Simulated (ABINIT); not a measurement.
Na, 1 atom in the cell. Symmetry: Im-3m, No. 229, cubic system. Conventional cell: a = 4.282 Å, b = 4.282 Å, c = 4.282 Å, α = 90.00°, β = 90.00°, γ = 90.00°. Na (site symmetry m-3m) has 8 Na at 3.71 Å as nearest neighbours. 

```yaml
Program: ABINIT 10.8.3 (patched build)
Task: band structure
Functional: r2SCAN
Potentials_or_basis: Ansatz PAW PBE default generated set, frozen core
Cutoff: 490 eV
k_mesh: 9 × 9 × 9
Occupations: fermi-dirac, width 0.05 eV
Spin: no spin polarisation
Fine-grid_cutoff: 979.61 eV
```

Potentials or basis: Ansatz PAW PBE default generated set, frozen core.

Command:

```sh
$ mpirun --bind-to none -np 4 abinit run.abi > log 2>&1
```

Hardware: 4 MPI ranks on Arm Neoverse V2, with other jobs on the host.

How long does it take, and how much memory?

Wall time 39 s on 4 MPI ranks on Arm Neoverse V2, on a shared host, peak memory 0.76 GiB a rank. Counts: scf iterations 9, mpi ranks 4, k points 35, bands 9, plane waves 975.
